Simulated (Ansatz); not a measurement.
A run of Ansatz 0.2.0:

input.yaml

```yaml
crystal:
  lattice:
    - [4.613777, 0.0, 0.0]
    - [0.0, 9.563279, 0.0]
    - [0.0, 0.0, 3.119862]
  atoms:
    - { symbol: Al, position: [0.982975, 0.824573, 0.0] }
    - { symbol: Al, position: [0.017025, 0.175427, 0.0] }
    - { symbol: Al, position: [0.482975, 0.675427, 0.5] }
    - { symbol: Al, position: [0.517025, 0.324573, 0.5] }
    - { symbol: O, position: [0.5, 0.5, 0.5] }
    - { symbol: O, position: [0.123635, 0.75305, 0.5] }
    - { symbol: O, position: [0.376365, 0.25305, 0.0] }
    - { symbol: O, position: [0.623635, 0.74695, 0.0] }
    - { symbol: O, position: [0.0, 0.0, 0.0] }
    - { symbol: O, position: [0.876365, 0.24695, 0.5] }
hamiltonian:
  xc: lda
  pseudopotentials: { kind: paw }
kpoints:
  mp_grid: { grid: [6, 3, 9] }
  band_path:
    path:
      - [[0.0, 0.0, 0.0], [0.0, 0.0, 0.5], [0.5, 0.0, 0.5], [0.5, 0.0, 0.0], [0.0, 0.0, 0.0], [0.0, 0.5, 0.0], [0.0, 0.5, 0.5], [0.5, 0.5, 0.5], [0.5, 0.5, 0.0], [0.0, 0.5, 0.0]]
      - [[0.5, 0.0, 0.0], [0.5, 0.5, 0.0]]
      - [[0.0, 0.5, 0.5], [0.0, 0.0, 0.5]]
      - [[0.5, 0.0, 0.5], [0.5, 0.5, 0.5]]
    npoints: 10
scf:
  occupations: { method: fermi_dirac, width: 0.05 }
  n_extra_bands: 25
output:
  forces: true
  stress: true
  eigenvalues: true
  fatbands: true
```

Potentials or basis: Ansatz PAW.

The run is started by

```bash
$ ansatz run input.yaml --threads 4 --pin off --max-ram 11264MiB --backend cpu --events-out ev --progress --plain --runs-dir out
```

Hardware: 4 threads of Arm Neoverse V1 (shared host).

Problem. Estimate the wall time of this run.

Solution. Wall time 16 s on 4 threads of Arm Neoverse V1, on a shared host, peak memory 0.64 GiB. Counts: scf iterations 7, plane waves 2707, k points 40, bands 49.
